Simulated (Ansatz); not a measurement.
Al2O3:

```xyz
5
Lattice="3.0175 0.0000 0.0000 -1.5087 2.6132 0.0000 0.0000 0.0000 7.5746" Properties=species:S:1:pos:R:3 pbc="T T T"
Al    0.0000    0.0000    5.4693
Al    0.0000    0.0000    2.1054
O     0.0000    0.0000    3.7873
O     1.5087    0.8711    6.0638
O     0.0000    1.7421    1.5108
```

Measurements of this composition are mostly on another form, of space group No. 167.

Base run:

```yaml
Program: Ansatz 0.2.0
Functional: PBE0
Potentials_or_basis: Ansatz PAW
Cutoff: 420 eV
Density_cutoff: 1680 eV
k_mesh: 9 × 9 × 2
Occupations: fixed
Spin: no spin polarisation
```

Its results: band gap on the k mesh 4.68 eV, direct; largest force 0.437 eV/Å.

Question: The run is repeated on the same cell with these changes: functional from PBE0 to HSE06; level from pbe0 to hse06. What comes out?

Answer: Band gap on the k mesh 3.93 eV, direct; largest force 0.431 eV/Å.

Caveats: the PAW data sets come from PBE, with cores solved anew for the run's functional, which leaves a small shift of forces and pressure.

Not every run made on this cell is shown here.
